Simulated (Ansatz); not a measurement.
## Gd: from a first guess to the relaxed bcc type

First guess:

```
CELL_PARAMETERS angstrom
-1.91824 1.91824 1.91824
1.91824 -1.91824 1.91824
1.91824 1.91824 -1.91824
ATOMIC_POSITIONS crystal
Gd 0.00000 0.00000 0.00000
```

These are results of DFT, PBE, PAW with Ansatz's default frozen-core files, scalar-relativistic in Ansatz 0.2.0, not measurements.

Cell and atoms relax within the symmetry of the start on a 13×13×13 k mesh with 0.05 eV Fermi–Dirac smearing, from parallel moments.

The start is built from a prototype, known or not as a phase of this compound; the cutoff is 420 eV.

Where the f shell is localised, expect the real compound to differ from this run without U.

No spin–orbit coupling, which matters for the heavy atoms here.

The magnetic state is the one reached from parallel moments; other orders may lie lower.

(1) What is the pressure of the first guess?

(2) What does it relax to?

(3) How much energy does the relaxation release?

(4) What moment does the relaxed primitive cell (1 atom) carry?

Results:

(1) 6.92 GPa.

(2) a = 4.046 Å, b = 4.046 Å, c = 4.046 Å, α = 90.00°, β = 90.00°, γ = 90.00° (conventional cell), 33.12 Å³ per atom:
```cif
data_structure
_symmetry_space_group_name_H-M 'Im-3m'
_symmetry_Int_Tables_number 229
_cell_length_a 4.0459
_cell_length_b 4.0459
_cell_length_c 4.0459
_cell_angle_alpha 90.000
_cell_angle_beta 90.000
_cell_angle_gamma 90.000
_cell_volume 66.23
loop_
_atom_site_label
_atom_site_type_symbol
_atom_site_symmetry_multiplicity
_atom_site_Wyckoff_symbol
_atom_site_fract_x
_atom_site_fract_y
_atom_site_fract_z
_atom_site_occupancy
Gd1 Gd 2 a 0.00000 0.00000 0.00000 1
```

(3) 94 meV/atom.

(4) 7.64 μB.
